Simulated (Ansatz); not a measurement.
An 8-atom cell of GeS started from a crystallographic database, relaxed with r2SCAN+rVV10 in Ansatz 0.2.0: space group Pnma (No. 62), orthorhombic; a = 10.608 Å, b = 3.608 Å, c = 4.422 Å in the conventional setting, 21.16 Å³ an atom. Ge has 3 S at 2.42–2.44 Å; S has 3 Ge at 2.42–2.44 Å. The primitive cell holds 8 atoms in 169.26 Å³. The values are computed, spin-unpolarised, and not measurements.

Computed values: PBE gives a gap of 1.10 eV and PBE0 (25 % exact exchange) 2.36 eV; one over PBE's mean ε∞ is 0.085. HSE06 (2×4×4) gives a least gap of 1.69 eV, direct.

Q: What is the density?

A: The cell holds 4 Ge, 4 S: M = 4×72.630 + 4×32.060 = 418.76 u in V = 169.26 Å³. ρ = 1.66054 × M/V = 1.66054 × 418.76/169.26 = 4.108 g/cm³, for the static r2SCAN+rVV10 lattice.

Q: Taking the gap as linear in the share of unscreened exchange, estimate the gap of the hybrid whose share is 1/ε∞.

A: The slope is (2.36 − 1.10)/0.25 = 5.04 eV per unit share, so E_g ≈ 1.10 + 5.04 × 0.085 = 1.53 eV. The run with that share gives 1.52 eV (2×4×4 mesh), -0.01 eV from the straight line.

Q: At what wavelength does absorption set in by HSE06, excitons left aside?

A: λ = 1239.84 eV nm/E: 734 nm for the least gap.

The runs are scalar-relativistic, without spin-orbit coupling.

The meshes of the hybrids are coarse, so their gaps aren't converged to the digits shown.
